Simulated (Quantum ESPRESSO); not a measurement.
Pd in Quantum ESPRESSO: the effect of target pressure

Crystal: Pd.

```
Pd
1.0
     2.78367    0.00000    0.00000
    -1.39183    2.41072    0.00000
     0.00000    0.00000    4.62889
Pd
2
Direct
  0.33333 0.66667 0.25000
  0.66667 0.33333 0.75000
```

This isn't the form of Pd at room conditions, which is fcc.

Alike in all runs:

- Program: Quantum ESPRESSO 7.5
- Task: relaxation of cell and atoms
- Functional: PBEsol
- Potentials or basis: GBRV 1.5 PBEsol
- Cutoff: 707 eV
- Density cutoff: 5633 eV
- k mesh: 11 × 11 × 6
- Occupations: fermi-dirac, width 0.05 eV
- Spin: no spin polarisation

Each run relaxes the cell or the atoms first.

```tsv
target pressure	relaxed volume (Å³/atom)
0 GPa	14.68
2 GPa	14.54
5 GPa	14.35
10 GPa	14.05
20 GPa	?
30 GPa	13.15
```

Question: What does the run with target pressure 20 GPa give?

Answer: Relaxed volume 13.56 Å³/atom.

Worked out: In Murnaghan's law V^(-B') rises as a straight line in P. The other rows fit best with B' = 4.9, V0 = 14.68 Å³/atom and B0 = 206 GPa, which gives 13.56 Å³/atom at 20 GPa, against the run's 13.56.

Caveats: the volume moved by over 15 % at a fixed basis, so the end points are rough (some runs).
